## Five band gaps of black phosphorus and the functionals behind them

Black phosphorus is a stack of puckered layers with a narrow band gap. Five calculations on the same crystal cell give the gaps below. Two used the functional PBE, one in ABINIT and one in Quantum ESPRESSO. The other three used PW91, revPBE and RPBE, all in FLEUR. Which gap belongs to which calculation?

Kohn-Sham band gaps of black phosphorus (space group Cmce, 4 atoms per cell) at one fixed geometry, without spin polarization and with Fermi-Dirac smearing of 0.05 eV. The measured gap is 0.3 eV, an optical gap from the infrared absorption edge of a bulk crystal at 300 K (arXiv:1505.07061); the measured values found range from 0.28 to 0.33 eV. Candidates: FLEUR MaX-R8.1 (patched build s14) (3), ABINIT 10.8.3 (1), FLEUR MaX-R8.1 (later development tree) (3), Quantum ESPRESSO 7.5 (1), FLEUR MaX-R8.1 (later development tree) (2).

```tsv
row	computed band gap (eV)	computed less measured (eV)
A	0.287	-0.01
B	0.1	-0.20
C	0.093	-0.21
D	0.148	-0.15
E	0.094	-0.21
```

The values fall into two groups. B, C and E lie close to 0.1 eV, while D and A stand clearly higher. To read this pattern we must know how far the gap moves when only the program changes, and how far when the functional changes.

**What a functional can change.** All the candidates build the exchange energy from that of a uniform electron gas. They multiply it by a factor that grows where the density varies steeply, as it does in the outer parts of the atoms and between the layers. The states at the top of the valence band and at the bottom of the conduction band are distributed differently over these regions. A new factor therefore shifts their energies by different amounts, and the gap changes.

This argument doesn't fix the direction, but two more calculations on this cell suggest it. In the same program, PBE gives 0.098 eV and WC, whose factor is weaker, gives only 0.014 eV. A stronger factor thus seems to go with a wider gap. PW91 has nearly the same factor as PBE at ordinary gradients and should give nearly the same gap. In revPBE and RPBE the factor is stronger, so their gaps should be wider.

**Assigning the rows.** Further PBE calculations on this cell, with other programs or potentials, give 0.094 to 0.100 eV. B, C and E all lie in this range or within 0.001 eV of it, so they are the two PBE rows and PW91. PW91 was run in FLEUR, where PBE gives 0.098 eV, and B lies nearest to that value. This slightly favours B as PW91, but it isn't a sure choice, because the programs differ among themselves by as much. The two PBE rows can't be told apart. A and D must then be revPBE and RPBE.

To order this last pair, write the factor as $F(s)$, where $s$ measures how steeply the density varies relative to its own size. If the gap responds in proportion to the change in $F$, the shifts from PBE should obey

$$\frac{\Delta E_\mathrm{RPBE}}{\Delta E_\mathrm{revPBE}} \approx \frac{F_\mathrm{RPBE}-F_\mathrm{PBE}}{F_\mathrm{revPBE}-F_\mathrm{PBE}}.$$

The right-hand side follows from the definitions of the functionals. It lies between 0.85 and 1.4 for $s$ from 0.25 to 3, and exceeds one except at the steepest gradients. RPBE should therefore have a slightly wider gap than revPBE. This is a guide and not a strict limit, because the levels depend on the exchange potential, which contains the slope and curvature of $F$ as well as $F$ itself.

Suppose that D is revPBE. Its shift from PBE is $0.148-0.098=0.050$ eV, so RPBE should lie at most near $0.098+1.4\times0.050\approx0.17$ eV. Row A has 0.287 eV, far above that. The opposite assignment fails as well, for it would make the RPBE shift only about a quarter of the revPBE shift. The model leans towards A as RPBE, but this choice remains uncertain.

The rows with their labels:

```tsv
program	functional	how the value is got	potentials or basis	wave cutoff (eV)	k-mesh	computed band gap (eV)	computed less measured (eV)
FLEUR MaX-R8.1 (later development tree) (1)	WC	Kohn-Sham, on the mesh	all electron	n/a	8x8x6	0.014	-0.29
ABINIT 10.8.3 (1)	PBE	Kohn-Sham, on the mesh	PseudoDojo NC SR PBE v0.5 standard	489.8	6x6x4	0.093	-0.21
ABINIT 10.8.3 (2)	PBE	Kohn-Sham, on the mesh	PseudoDojo NC SR PBE v0.5 stringent	489.8	6x6x4	0.093	-0.21
Quantum ESPRESSO 7.5 (1)	PBE	Kohn-Sham, on the mesh	PseudoDojo 0.4.1 SR PBE standard	598.6	10x10x8	0.094	-0.21
SIRIUS 7.10.0	PBE	Kohn-Sham, on the mesh	dojo sr pbe 0.4.1 standard	610.8	8x8x6	0.094	-0.21
FLEUR MaX-R8.1 (patched build s14) (1)	PBE	Kohn-Sham, on the mesh	all electron	n/a	8x8x6	0.098	-0.20
FLEUR MaX-R8.1 (patched build s14) (2)	Xalpha	Kohn-Sham, on the mesh	all electron	n/a	8x8x6	0.098	-0.20
Quantum ESPRESSO 7.5 (2)	PBE	Kohn-Sham, on the mesh	SG15 PBE 1.2	598.6	6x6x4	0.099	-0.20
FLEUR MaX-R8.1 (later development tree) (2)	PW91	Kohn-Sham, on the mesh	all electron	n/a	8x8x6	0.1	-0.20
ABINIT 10.8.3 (3)	PBE	Kohn-Sham, on the mesh	JTH PAW PBE v2.0	544.2	6x6x5	0.1	-0.20
FLEUR MaX-R8.1 (patched build s14) (3)	revPBE	Kohn-Sham, on the mesh	all electron	n/a	8x8x6	0.148	-0.15
FLEUR MaX-R8.1 (later development tree) (3)	RPBE	Kohn-Sham, on the mesh	all electron	n/a	8x8x6	0.287	-0.01
```

**After the reveal.** The grouping was right, and so was the tentative order: D is revPBE and A is RPBE. In the low group, B is PW91, C is PBE in ABINIT and E is PBE in Quantum ESPRESSO. The two ABINIT rows labelled standard and stringent agree in every energy term, so they count as one result; the second was left out of the PBE range used for the assignment. The size of the RPBE shift remains unexplained, at 3.8 times that of revPBE. The phosphorus 2s level, measured from the Fermi energy, is a second warning: relative to PBE it moves down by 0.16 eV in revPBE but up by 0.14 eV in RPBE. Two functionals so alike in design should hardly do this.

The total energy, by contrast, behaves as expected. Relative to PBE it falls by 12.93 eV per cell in RPBE and by 9.32 eV in revPBE, a ratio of 1.39, which lies within the range found for the exchange factors. The energy thus follows the functional while the levels don't. This makes the exchange potential used in the RPBE run the first suspect, though it doesn't prove a fault there. The calculation should be repeated in another program before its gap is used.

The Xalpha row shows that equal gaps need not mean equal electronic states. Xalpha has no gradient factor at all, so by the trend used above its gap should be even smaller than that of WC. Instead it equals that of PBE in the same program. Yet its electronic entropy term, which grows with the number of partly filled states, is 2.3 times that of PBE and larger even than that of WC. Perhaps the valence and conduction bands have crossed, so that the gap seen on the mesh separates them in reversed order. The crystal could then be a semimetal in this calculation. The character of the bands at the edges would have to be examined to decide. All gaps here are also read only at the points of a finite k-mesh, and a small gap may close between them. This caution matters most for the tiny WC gap and for bands that may have crossed.

**The distance from experiment.** The PBE gaps differ by only 0.007 eV among programs and potentials, but they lie about 0.2 eV below the measured 0.3 eV. Changing the program therefore won't repair the gap. Functionals of this kind are well known to give gaps that are too small. The cell also matters: it is somewhat larger than the real crystal, and a wider spacing of the layers weakens their coupling, which should open the gap. On the true cell the PBE gap would then probably be smaller still. For this reason, and because the RPBE result is itself in doubt, its close agreement with experiment is no evidence that it is the better functional.

The output below gives the comparison of the exchange factors and the shifts used here.

Printed output of the fit:

```
lowest gap among labelled PBE rows, eV: 0.093
highest gap among labelled PBE rows, eV: 0.1
spread of all PBE rows over programs and potentials, eV: 0.007
PW91 less PBE, both all-electron, eV: 0.002
PBE less WC, both all-electron, eV: 0.084
revPBE less PBE, both all-electron, eV: 0.05
RPBE less PBE, both all-electron, eV: 0.189
mean of computed less measured gap over PBE rows, eV: -0.2057
smallest ratio of RPBE to revPBE change in enhancement, s from 0.25 to 3: 0.8513
largest ratio of RPBE to revPBE change in enhancement, s from 0.25 to 3: 1.411
ratio of RPBE to revPBE gap shift from PBE in the table: 3.78
RPBE gap expected with the largest ratio, eV: 0.1685
computed RPBE gap less that expectation, eV: 0.1185
shift of P 2s level from PBE to revPBE, eV: -0.1638
shift of P 2s level from PBE to RPBE, eV: 0.1423
smearing entropy term of Xalpha over that of PBE, all-electron: 2.309
smearing entropy term of WC over that of PBE, all-electron: 1.452
```
